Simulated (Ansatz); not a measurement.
Crystal: TaN.

```
Ta N
1.0
     5.19600    0.00000    0.00000
    -2.59800    4.49987    0.00000
     0.00000    0.00000    2.91100
Ta N
3 3
Direct
  0.00000 0.00000 0.00000
  0.66667 0.33333 0.50000
  0.33333 0.66667 0.50000
  0.00000 0.39285 0.00000
  0.60715 0.60715 0.00000
  0.39285 0.00000 0.00000
```

```yaml
Program: Ansatz 0.2.0
Task: single point
Functional: PBEsol
Potentials_or_basis: Ansatz PAW
Cutoff: "420 eV (not typed: the program's choice for these potentials)"
k_mesh: 6 × 6 × 9
Occupations: fermi-dirac, width 0.05 eV
Spin: no spin polarisation
```

On this cell: pressure -3.8 GPa; largest force 0.017 eV/Å; band gap on the k mesh none (metal or under the smearing width).

The same run follows on a disturbed copy (atoms moved at random, drawn with an rms of 0.05 Å):

```
CELL_PARAMETERS angstrom
5.19600 0.00000 0.00000
-2.59800 4.49987 0.00000
0.00000 0.00000 2.91100
ATOMIC_POSITIONS crystal
Ta 0.00454 0.99321 0.00085
Ta 0.65754 0.33311 0.49504
Ta 0.34668 0.67461 0.49303
N 0.00591 0.39343 0.01730
N 0.61078 0.61349 0.97602
N 0.40349 0.00280 0.00168
```

What changes?

The energy (extrapolated to zero smearing) moves by +33.4 meV/atom; pressure -2.7 GPa; largest force 2.042 eV/Å; band gap on the k mesh none (metal or under the smearing width).

Forces on the atoms (eV/Å):
```
Ta  -0.258  1.143 -0.100
Ta   1.974  0.507  0.112
Ta  -1.269 -0.743  0.195
N   -0.182 -0.216 -0.834
N    0.209 -0.555  0.996
N   -0.474 -0.136 -0.369
```

Stress tensor (GPa, compression positive):
```
-2.70  0.06  0.67
 0.06 -1.60  0.75
 0.67  0.75 -3.73
```

Caveats: the PAW data sets come from PBE, with cores solved anew for the run's functional, which leaves a small shift of forces and pressure.
